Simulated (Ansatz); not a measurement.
# BaTiO3: the cost of one run

Method: DFT r2SCAN, scalar-relativistic, plane waves, PAW, in Ansatz 0.2.0.

2 further runs of the same task are left out: 2 set aside as unsound or not needed.

### Step 1. The structure to begin with

It takes space group R3m (No. 160, trigonal). Conventional cell: a = 5.680 Å, b = 5.680 Å, c = 6.995 Å, α = 90.00°, β = 90.00°, γ = 120.00°. Around Ba (site symmetry 3m) lie 12 O at 2.78 to 2.93 Å. Ti (site symmetry 3m) has 6 O at 1.87 to 2.16 Å as nearest neighbours. Around O (site symmetry m) lie 2 Ti at 1.87 to 2.16 Å.

Structure file:

```
Ba Ti O
1.0
     2.83991    1.63962    2.33169
    -2.83991    1.63962    2.33169
     0.00000   -3.27925    2.33169
Ba Ti O
1 1 3
Direct
  0.00128 0.00128 0.00128
  0.51476 0.51476 0.51476
  0.48821 0.97863 0.48821
  0.48821 0.48821 0.97863
  0.97863 0.48821 0.48821
```

It goes back to an entry of the Materials Project, which need not be the stable form.

It is the result of an earlier relaxation at this level (volume 13.03 Å³/atom; gap on the mesh: 2.87 eV).

### Step 2. Relaxing at -3 GPa

input.yaml reads:

```yaml
crystal:
  lattice:
    - [2.8668517064, 1.6551776044, 2.3538121273]
    - [-2.8668517064, 1.6551776044, 2.3538121273]
    - [0.0, -3.3103552088, 2.3538121273]
  atoms:
    - { symbol: Ba, position: [0.0012849266, 0.0012849266, 0.0012849266] }
    - { symbol: Ti, position: [0.5147591811, 0.5147591811, 0.5147591811] }
    - { symbol: O, position: [0.4882121036, 0.9786326851, 0.4882121036] }
    - { symbol: O, position: [0.4882121036, 0.4882121036, 0.9786326851] }
    - { symbol: O, position: [0.9786326851, 0.4882121036, 0.4882121036] }
basis:
  ecutwfc: 500
kpoints:
  mp_grid: { grid: [6, 6, 6] }
hamiltonian:
  xc: r2scan
scf:
  occupations: { method: gaussian, width: 0.02 }
output:
  forces: true
  stress: true
  eigenvalues: true
relax:
  adjacent_minimum: "off"
  f_tol: 0.008
  max_steps: 50
  cell: { stress_tol: 0.08, p_target: -3.0 }
```

Started as:

```bash
$ ansatz run input.yaml --threads 1 --pin off --max-ram 2560MiB --backend cpu --events-out ev --progress --plain --runs-dir out
```

**Question.** How long does this run take on 1 thread of Oxide Virtual Turin-like (Zen 5), shared host, and how much memory does it need?

About 50 s, with a peak of 0.51 GiB.
